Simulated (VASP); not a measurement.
# TiTe (Fm-3m) in VASP: convergence with SIGMA

Aim: find how far SIGMA must go before the results for TiTe settle, at LDA. This setting moves, with any that are tied to it; all else stays.

Program: VASP 6.6.1. These are calculated values, not measurements. Logs are shortened: lines on timing, memory, paths and dates and some standing lists are left out, and cuts for length are marked.

**1. Starting point**

Symmetry: Fm-3m, No. 225, cubic system. The conventional cell has a = 6.100 Å, b = 6.100 Å, c = 6.100 Å, α = 90.00°, β = 90.00°, γ = 90.00°. Ti (site symmetry m-3m) has 6 Te at 3.05 Å as nearest neighbours. Around Te (site symmetry m-3m) lie 6 Ti at 3.05 Å.

The cell comes from a database or a generator and needn't be the stable form of this composition.

**2. With SIGMA 0.3 eV**

INCAR reads:

```
  PREC = Accurate
  ENCUT = 500
  EDIFF = 1E-6
  ISMEAR = 1
  SIGMA = 0.3
  LREAL = F
  LASPH = T
  NELM = 60
  ALGO = Fast
  ISIF = 2
  LWAVE = F
  LCHARG = F
  GGA = CA
  NBANDS = 12
```

KPOINTS reads:

```
Automatic mesh
0
Gamma
  8 8 8
```

POSCAR reads:

```
TiTe
1.0
    0.0000000000      3.0500668100      3.0500668100
    3.0500668100      0.0000000000      3.0500668100
    3.0500668100      3.0500668100      0.0000000000
Ti Te
1 1
Direct
    0.5000000000      0.5000000000      0.5000000000
    0.0000000000      0.0000000000      0.0000000000
```

Potentials or basis: VASP PAW LDA potentials, release 64 (Ti, Te).

Started as:

```
$ cat potpaw_LDA.64/Ti/POTCAR potpaw_LDA.64/Te/POTCAR > POTCAR
$ mpirun -np 1 vasp_std > vasp.out
```

OUTCAR:

```text
PREC = Accurate
   ENCUT = 500
   EDIFF = 1E-6
   ISMEAR = 1
   LREAL = F
   LASPH = T
   NELM = 60
   ISIF = 2
   GGA = CA

 Found     29 irreducible k-points:

 Following reciprocal coordinates:
            Coordinates               Weight
  0.000000  0.000000  0.000000      1.000000
  0.125000  0.000000  0.000000      8.000000
  0.250000  0.000000  0.000000      8.000000
  0.375000  0.000000  0.000000      8.000000
  0.500000  0.000000  0.000000      4.000000
  0.125000  0.125000  0.000000      6.000000
   k-points           NKPTS =     29   k-points in BZ     NKDIM =     29   number of bands    NBANDS=     12
   number of dos      NEDOS =    301   number of ions     NIONS =      2
   total plane-waves  NPLWV =  32768
   dimension x,y,z NGX =    32 NGY =   32 NGZ =   32
   dimension x,y,z NGXF=    64 NGYF=   64 NGZF=   64
   ions per type =               1   1
   NGX,Y,Z   is equivalent  to a cutoff of  12.33, 12.33, 12.33 a.u.
   NGXF,Y,Z  is equivalent  to a cutoff of  24.67, 24.67, 24.67 a.u.
 SYSTEM =  unknown system
   PREC   = accura    normal or accurate (medium, high low for compatibility)
   ISTART =      0    job   : 0-new  1-cont  2-samecut
   ICHARG =      2    charge: 1-file 2-atom 10-const
   ISPIN  =      1    spin polarized calculation?
   LNONCOLLINEAR =      F non collinear calculations
   LSORBIT =      F    spin-orbit coupling
   LASPH  =      T    aspherical Exc in radial PAW
   ENCUT  =  500.0 eV  36.75 Ry    6.06 a.u.   7.86  7.86  7.86*2*pi/ulx,y,z
   NELM   =     60;   NELMIN=  2; NELMDL= -5     # of ELM steps
   EDIFF  = 0.1E-05   stopping-criterion for ELM
   LREAL  =      F    real-space projection
   EDIFFG = 0.1E-04   stopping-criterion for IOM
   NSW    =      0    number of steps for IOM
   IBRION =     -1    ionic relax: 0-MD 1-quasi-New 2-CG
   NFREE  =      0    steps in history (QN), initial steepest desc. (CG)
   ISIF   =      2    stress and relaxation
   ISYM   =      2    0-nonsym 1-usesym 2-fastsym
   POTIM  = 0.5000    time-step for ionic-motion
   TEBEG  =    0.0;   TEEND  =   0.0 temperature during run
   PSTRESS=    0.0 pullay stress
   NELECT =      10.0000    total number of electrons
   NUPDOWN=      -1.0000    fix difference up-down
   EMIN   =  10.00;   EMAX   =-10.00  energy-range for DOS
   EFERMI =   0.00;   METHOD = LEGACY
   ISMEAR =     1;   SIGMA  =   0.30  broadening in eV -4-tet -1-fermi 0-gaus
   EFERMI_NEDOS =   21; number of points for ismear=-14 and -15
   IALGO  =     68    algorithm
   IMIX   =      4    mixing-type and parameters
     AMIX     =   0.40;   BMIX     =  1.00
     AMIX_MAG =   1.60;   BMIX_MAG =  1.00
  volume/ion in A,a.u.               =      28.37       191.48
  Fermi-wavevector in a.u.,A,eV,Ry     =   0.917816  1.734420 11.461353  0.842386
  Thomas-Fermi vector in A             =   2.042827
   LORBIT       =      0    0 simple, 1 ext, 2 COOP (PROOUT), +10 PAW based schemes
   GGA     = CA    functional components
   LHFCALC =     F    Hartree Fock is set to
   AEXX    =    0.0000 exact exchange contribution
   IVDW    =     0    specifies the selected vdW correction
   LEPSILON=     F    determine dielectric tensor
   LRPA    =     F    only Hartree local field effects (RPA)
 non-spin polarized calculation
 RMM-DIIS sequential band-by-band and
 Methfessel and Paxton  Order N= 1 SIGMA  =   0.30
  energy-cutoff  :      500.00
  volume of cell :       56.75
 maximum number of plane-waves:      1459
   NGX = 15   NGY = 15   NGZ = 15

 number of electron      10.0000000 magnetization

 Free energy of the ion-electron system (eV)
  ---------------------------------------------------
  ext. energy  EPLUGINS =         0.00000000
  ---------------------------------------------------
  free energy    TOTEN  =       -12.22627107 eV

  energy without entropy =      -12.22935931  energy(sigma->0) =      -12.22730048

 E-fermi :   4.7983     XC(G=0):  -9.6143

 val. band max:        4.7934094060   @ k =   0.5000   0.5000   0.0000
 cond. band min:       4.8255433909   @ k =   0.1250   0.1250   0.0000
 fundamental gap:      0.0321339849
 Fermi energy:         4.7982559513

 k-point     1 :       0.0000    0.0000    0.0000
  band No.  band energies     occupation
      1      -7.7000      2.00000
      2       3.4197      2.00000
      3       3.4197      2.00000
      4       3.4197      2.00000
      5       4.3500      2.05583
      6       4.3500      2.05583
      7       4.3500      2.05583
      8       4.4637      2.06664
      9       4.4637      2.06664
     10       6.2638     -0.00000
     11      11.8921      0.00000
     12      12.2521      0.00000

 k-point     2 :       0.1250    0.0000    0.0000
  band No.  band energies     occupation
      1      -7.5915      2.00000
      2       2.3344      2.00000
      3       2.9121      2.00000
      4       2.9121      2.00000
      5       4.4513      2.06934
      6       4.4513      2.06934
      7       4.5596      1.97776
      8       5.0620     -0.01529
      9       5.0620     -0.01529
     10       7.1459     -0.00000
     11      10.8919      0.00000
     12      11.7132      0.00000

 k-point     3 :       0.2500    0.0000    0.0000
  band No.  band energies     occupation
      1      -7.3028      2.00000
      2       0.8178      2.00000
      3       2.2792      2.00000
      4       2.2792      2.00000
      5       4.6757      1.63155
      6       4.6757      1.63155
      7       4.7437      1.30244
      8       5.9791     -0.00000
      9       5.9791     -0.00000
     10       7.9189     -0.00000
     11      10.5035     -0.00000
     12      10.6708     -0.00000

 k-point     4 :       0.3750    0.0000    0.0000
  band No.  band energies     occupation
      1      -6.9624      2.00000
      2      -0.3333      2.00000
      3       1.8623      2.00000
      4       1.8623      2.00000
      5       4.9332      0.31759
      6       4.9332      0.31759
      7       5.0118      0.07221
      8       6.7714     -0.00000
      9       6.7714     -0.00000
     10       7.3636     -0.00000
     11       9.4421     -0.00000
     12       9.4421     -0.00000

 k-point     5 :       0.5000    0.0000    0.0000
  band No.  band energies     occupation
      1      -6.7997      2.00000
      2      -0.7743      2.00000
      3       1.7188      2.00000
      4       1.7188      2.00000
      5       5.0530     -0.00313
      6       5.0530     -0.00313
      7       5.2036     -0.06679
      8       6.9546     -0.00000
      9       7.1571     -0.00000
     10       7.1571     -0.00000
     11       8.9425     -0.00000
     12       8.9425     -0.00000

 k-point     6 :       0.1250    0.1250    0.0000
  band No.  band energies     occupation
      1      -7.5578      2.00000
      2       2.0673      2.00000
      3       2.9542      2.00000
      4       2.9542      2.00000
      5       4.2192      2.01991
      6       4.5099      2.04124
      7       4.8255      0.84675
      8       4.8255      0.84675
      9       5.0281      0.03829
     10       7.6431     -0.00000
     11      10.9012      0.00000
     12      11.0021      0.00000

 [... further k-points ...]
[... 5 lines left out ...]
  --------------------------------------------------------------------------------------
  -------------------------------------------------------------------------------------
  Total       -5.2500485     -5.2500485     -5.2500485     -0.0000000     -0.0000000      0.0000000
  in kB     -148.2230831   -148.2230831   -148.2230831     -0.0000000     -0.0000000      0.0000000
  external PRESSURE =    -148.2230831 kB  Pullay stress =       0.0000000 kB

 VOLUME and BASIS-vectors are now :
 -----------------------------------------------------------------------------
  energy-cutoff  :      500.00
  volume of cell :       56.75
      direct lattice vectors                 reciprocal lattice vectors
     0.000000000  3.050066810  3.050066810    -0.163930835  0.163930835  0.163930835
     3.050066810  0.000000000  3.050066810     0.163930835 -0.163930835  0.163930835
     3.050066810  3.050066810  0.000000000     0.163930835  0.163930835 -0.163930835

 POSITION                                       TOTAL-FORCE (eV/Angst)
 -----------------------------------------------------------------------------------
      3.05007      3.05007      3.05007         0.000000      0.000000     -0.000000
      0.00000      0.00000      0.00000         0.000000      0.000000      0.000000
 -----------------------------------------------------------------------------------
    total drift:                                0.000000     -0.000000     -0.000000

  FREE ENERGIE OF THE ION-ELECTRON SYSTEM (eV)
  ---------------------------------------------------
  free  energy   TOTEN  =       -12.2262710735 eV

  energy  without entropy=      -12.2293593064  energy(sigma->0) =      -12.22730048
```

stdout:

```text
POSCAR found type information on POSCAR TiTe
 POSCAR found :  2 types and       2 ions
 scaLAPACK will be used
 LDA part: xc-table for (Slater(with rela. corr.)+CA(PZ))
 , standard interpolation
 POSCAR, INCAR and KPOINTS ok, starting setup
 FFT: planning ... GRIDC
 FFT: planning ... GRID_SOFT
 FFT: planning ... GRID
 WAVECAR not read
 entering main loop
```

Run time: 7.1 s. Hardware: 1 thread of Intel Xeon 6975P-C (Granite Rapids), shared host; peak memory 0.16 GiB.

Results:

* Free energy: -12.2263 eV
* Pressure: -14.8 GPa
* Band gap on the k mesh: none (metal or under the smearing width)

**3. With SIGMA 0.2 eV**

Edit INCAR of step 2 so:

```diff
@@ -4,3 +4,3 @@
   ISMEAR = 1
-  SIGMA = 0.3
+  SIGMA = 0.2
   LREAL = F
```

KPOINTS is that of step 2.

POSCAR is that of step 2.

Potentials or basis: VASP PAW LDA potentials, release 64 (Ti, Te).

Started as:

```
$ cat potpaw_LDA.64/Ti/POTCAR potpaw_LDA.64/Te/POTCAR > POTCAR
$ mpirun -np 1 vasp_std > vasp.out
```

It took 7.1 s on 1 thread of Intel Xeon 6975P-C (Granite Rapids), shared host; peak memory 0.16 GiB.

What came out:

| Item | Value |
| --- | --- |
| Free energy | -12.2290 eV |
| Pressure | -14.9 GPa |
| Band gap on the k mesh | none (metal or under the smearing width) |

**4. With SIGMA 0.15 eV**

Edit INCAR of step 3 so:

```diff
@@ -4,3 +4,3 @@
   ISMEAR = 1
-  SIGMA = 0.2
+  SIGMA = 0.15
   LREAL = F
```

KPOINTS is that of step 3.

POSCAR is that of step 3.

Started as:

```
$ cat potpaw_LDA.64/Ti/POTCAR potpaw_LDA.64/Te/POTCAR > POTCAR
$ mpirun -np 1 vasp_std > vasp.out
```

Wall time 7.1 s (1 thread of Intel Xeon 6975P-C (Granite Rapids), shared host); peak memory 0.16 GiB.

What came out:

| Property | Result |
| --- | --- |
| Free energy | -12.2308 eV |
| Pressure | -14.9 GPa |
| Band gap on the k mesh | none (metal or under the smearing width) |

**5. With SIGMA 0.1 eV**

Edit INCAR of step 4 so:

```diff
@@ -4,3 +4,3 @@
   ISMEAR = 1
-  SIGMA = 0.15
+  SIGMA = 0.1
   LREAL = F
```

KPOINTS is that of step 4.

POSCAR is that of step 4.

Started as:

```
$ cat potpaw_LDA.64/Ti/POTCAR potpaw_LDA.64/Te/POTCAR > POTCAR
$ mpirun -np 1 vasp_std > vasp.out
```

It took 7.1 s on 1 thread of Intel Xeon 6975P-C (Granite Rapids), shared host; peak memory 0.16 GiB.

Results:

| Property | Result |
| --- | --- |
| Free energy | -12.2325 eV |
| Pressure | -14.9 GPa |
| Band gap on the k mesh | none (metal or under the smearing width) |

**6. With SIGMA 0.05 eV**

Edit INCAR of step 5 so:

```diff
@@ -4,3 +4,3 @@
   ISMEAR = 1
-  SIGMA = 0.1
+  SIGMA = 0.05
   LREAL = F
```

KPOINTS is that of step 5.

POSCAR is that of step 5.

Potentials or basis: VASP PAW LDA potentials, release 64 (Ti, Te).

Started as:

```
$ cat potpaw_LDA.64/Ti/POTCAR potpaw_LDA.64/Te/POTCAR > POTCAR
$ mpirun -np 1 vasp_std > vasp.out
```

It took 6.9 s on 1 thread of Intel Xeon 6975P-C (Granite Rapids), shared host; peak memory 0.16 GiB.

What came out:

```yaml
Free_energy: -12.2331 eV
Pressure: -14.8 GPa
Band_gap_on_the_k_mesh: none (metal or under the smearing width)
```

**7. With SIGMA 0.02 eV**

Edit INCAR of step 6 so:

```diff
@@ -4,3 +4,3 @@
   ISMEAR = 1
-  SIGMA = 0.05
+  SIGMA = 0.02
   LREAL = F
```

KPOINTS is that of step 6.

POSCAR is that of step 6.

Started as:

```
$ cat potpaw_LDA.64/Ti/POTCAR potpaw_LDA.64/Te/POTCAR > POTCAR
$ mpirun -np 1 vasp_std > vasp.out
```

It took 6.5 s on 1 thread of Intel Xeon 6975P-C (Granite Rapids), shared host; peak memory 0.16 GiB.

What came out:

* Free energy: -12.2327 eV
* Pressure: -14.8 GPa
* Band gap on the k mesh: none (metal or under the smearing width)

**8. With SIGMA 0.01 eV**

Edit INCAR of step 7 so:

```diff
@@ -4,3 +4,3 @@
   ISMEAR = 1
-  SIGMA = 0.02
+  SIGMA = 0.01
   LREAL = F
```

KPOINTS is that of step 7.

POSCAR is that of step 7.

Started as:

```
$ cat potpaw_LDA.64/Ti/POTCAR potpaw_LDA.64/Te/POTCAR > POTCAR
$ mpirun -np 1 vasp_std > vasp.out
```

Wall time 6.8 s (1 thread of Intel Xeon 6975P-C (Granite Rapids), shared host); peak memory 0.16 GiB.

The run converged. Its results:

```yaml
Free_energy: -12.2324 eV
Pressure: -14.8 GPa
Band_gap_on_the_k_mesh: none (metal or under the smearing width)
```

**9. Result**

```csv
SIGMA,"energy less the tightest run, at zero smearing (meV/atom)",pressure (GPa),SCF cycles,CPU time (s),peak memory (GiB)
0.3 eV,2.53,-14.82,15,6.7,0.16
0.2 eV,0.49,-14.86,15,6.7,0.16
0.15 eV,-0.17,-14.86,15,6.7,0.16
0.1 eV,-0.51,-14.86,15,6.7,0.16
0.05 eV,-0.34,-14.83,15,6.5,0.16
0.02 eV,-0.09,-14.78,14,6.1,0.16
0.01 eV,0.00,-14.80,15,6.4,0.16
```

Against the tightest run, the energy stays within 1 meV/atom from 0.2 eV on; the pressure stays within 0.1 GPa from 0.3 eV on. Narrower smearing needs a denser k mesh, so at a fixed mesh the narrowest width isn't the most accurate. The tightest run that finished is the yardstick and may itself not be fully converged.
